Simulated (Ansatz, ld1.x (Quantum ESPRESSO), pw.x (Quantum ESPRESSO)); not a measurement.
# From atom to crystal: TM potential for rhenium (Re)

- Element: rhenium
- Generator: ld1.x (Quantum ESPRESSO) 7.5
- Type: norm-conserving Troullier–Martins (Kleinman–Bylander form)
- Functional: PBE
- Relativity: scalar-relativistic
- Frozen core: [Xe] 4f14
- Valence charge: 7
- Reference configuration: 5d5 6s2 6p0
- Partial waves: 6p (bound, empty): rc 3.15 bohr; 5d (bound): rc 1.65 bohr; 6s (bound): rc 2.15 bohr
- Local potential: the s channel
- Core correction: none

Atomic tests: cutoffs needed: 35 Ry and 50 Ry (the cutoffs (Ry, on a coarse ladder) from which the occupation-weighted sum of valence levels, in a spherical-Bessel basis at the reference potential, stays within 10 and 1 mRy of its value at 400 Ry); ghost test: no extra level below or beside the all-electron valence levels (p, d, s, f tested) (spherical-Bessel basis up to 400 Ry, 20 bohr box); largest excitation error: -86 meV (all-electron minus pseudo) for 5d3 6s0 6p0, out of 7 test configurations.

Crystal test: fcc Re in pw.x 7.5, no spin, 14³ k-points, Fermi–Dirac smearing 0.01 Ry, cutoffs 60/240 Ry. The reference is all-electron LAPW (Ansatz 0.2.0) with the same functional, mesh and smearing; V0 and B0 come from Birch–Murnaghan fits to the pressures at five volumes. Errors are pseudo minus all-electron; Δ is the rms difference of the E(V) curves that follow from these fits, minima aligned, over ±6 % about the mean V0. Mesh and smearing are coarse, so the numbers serve the comparison and aren't converged zero-temperature values; the lattice is a test structure that the element need not adopt.

```json
{"V (Å³/atom)": "14.246", "P all-electron (GPa)": "21.20", "P pseudo (GPa)": "35.06"}
{"V (Å³/atom)": "14.621", "P all-electron (GPa)": "10.13", "P pseudo (GPa)": "22.83"}
{"V (Å³/atom)": "14.996", "P all-electron (GPa)": "0.45", "P pseudo (GPa)": "12.10"}
{"V (Å³/atom)": "15.371", "P all-electron (GPa)": "-8.00", "P pseudo (GPa)": "2.71"}
{"V (Å³/atom)": "15.746", "P all-electron (GPa)": "-15.36", "P pseudo (GPa)": "-5.52"}
```

All-electron: a0 = 3.916 Å (V0 = 15.01 Å³/atom), B0 = 359.1 GPa.

Pseudopotential: mean pressure error (GPa): +11.75; a0 (Å): 3.957; a0 error (%): +1.04; B0 error (%): -3.0; Δ (meV/atom): 36.7. The largest radius (3.15 bohr) exceeds half the bond length (2.62 bohr), so the spheres overlap, which is one possible source of error among others. This is a poor potential for the solid.

At the middle volume, how do free energy and pressure move when the wave cutoff is lowered (ecutrho kept at four times it)?

```json
{"cutoff (Ry)": "27", "shift of F (meV/atom)": "+428.9", "shift of P (GPa)": "-25.51"}
{"cutoff (Ry)": "36", "shift of F (meV/atom)": "+21.3", "shift of P (GPa)": "-0.92"}
{"cutoff (Ry)": "48", "shift of F (meV/atom)": "+11.5", "shift of P (GPa)": "-0.16"}
```

The run at the middle volume (104 k-points, 8 iterations) took about 14 s on one core of a shared host (Neoverse-N1, 64 threads, 124 GiB, load 56).
